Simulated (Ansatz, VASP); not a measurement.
## Li in VASP and in Ansatz

```xyz
1
Lattice="-1.7197 1.7197 1.7197 1.7197 -1.7197 1.7197 1.7197 1.7197 -1.7197" Properties=species:S:1:pos:R:3 pbc="T T T"
Li    0.0000    0.0000    0.0000
```

Alike in both runs: task relaxation of cell and atoms; functional r2SCAN; k mesh 18 × 18 × 18; occupations gaussian, width 0.1 eV; no spin polarisation.

|  | VASP | Ansatz |
| --- | --- | --- |
| version | VASP 6.6.1 | Ansatz 0.2.0 |
| potentials or method | VASP PAW PBE potentials, release 64 (Li_sv) | scalar-relativistic, plane waves, PAW |
| plane-wave cutoff (eV) | 600 | 500 |
| valence electrons in the cell | 3 | 3 |

```csv
,VASP,Ansatz,Ansatz less VASP
"gap on the k mesh at the Fermi level, each at its own relaxed structure (eV)",none,none,-
relaxed volume (Å³/atom),20.61,21.00,+0.381
relaxed cell length with the largest relative difference (Å),2.992,3.010,+0.0183
```

A gap of «none» marks a metal or a gap that the smearing closes.

Caveats: the cutoff is under 1.25 times the usual one of these potentials, so pressure, stress and relaxed cells hold a basis-set (Pulay) error (VASP); the PAW data sets were made with another functional, which shifts forces and pressure a little (VASP).
